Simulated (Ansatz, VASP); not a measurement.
One calculation of Cs, two programs

File INCAR:

```
SYSTEM = Cs
PREC = Accurate
ENCUT = 520
EDIFF = 1E-6
ISMEAR = -1
SIGMA = 0.08
LREAL = .False.
LASPH = .True.
NELM = 80
ALGO = Normal
ISIF = 2
LWAVE = .False.
LCHARG = .False.
GGA = PS
NBANDS = 16
```

KPOINTS

```
regular mesh
0
Gamma
  8 8 5
  0 0 0
```

File POSCAR:

```
Cs
1.0
    4.7484336363      0.0000000000      0.0000000000
   -2.3742168182      4.1122641572      0.0000000000
    0.0000000000      0.0000000000      7.6924624909
Cs
2
Direct
    0.3333333333      0.6666666667      0.2500000000
    0.6666666667      0.3333333333      0.7500000000
```

Input for Ansatz:

```yaml
crystal:
  lattice:
    - [4.7484336363, 0.0, 0.0]
    - [-2.3742168182, 4.1122641572, 0.0]
    - [0.0, 0.0, 7.6924624909]
  atoms:
    - { symbol: Cs, position: [0.3333333333, 0.6666666667, 0.25] }
    - { symbol: Cs, position: [0.6666666667, 0.3333333333, 0.75] }
kpoints:
  mp_grid: { grid: [8, 8, 5] }
scf:
  occupations: { method: fermi_dirac, width: 0.08 }
hamiltonian:
  xc: pbesol
  pseudopotentials: { kind: all_electron, lapw: { basis_error: 0.001 } }
output:
  forces: true
  stress: true
  eigenvalues: true
  populations: true
```

Change from the starting cell: volume scaled by 0.68, LAPW.

Alike in both runs: task single point; functional PBEsol; k mesh 8 × 8 × 5; occupations fermi-dirac, width 0.08 eV; no spin polarisation.

```csv
,VASP,Ansatz
version,VASP 6.6.1,Ansatz 0.2.0
potentials or method,"VASP PAW PBE potentials, release 64 (Cs_sv)","all-electron LAPW, scalar-relativistic"
plane-wave cutoff (eV),520,see its input
```

```tsv
	VASP	Ansatz	Ansatz less VASP
pressure (GPa)	1.3	1.3	+0.01
```

Ansatz ran all-electron here, so the differences hold the error of VASP's frozen core and of both bases.

Caveats: the PAW data sets were made with another functional, which shifts forces and pressure a little (VASP). The runs have no spin-orbit coupling, so splittings on Cs are missing.
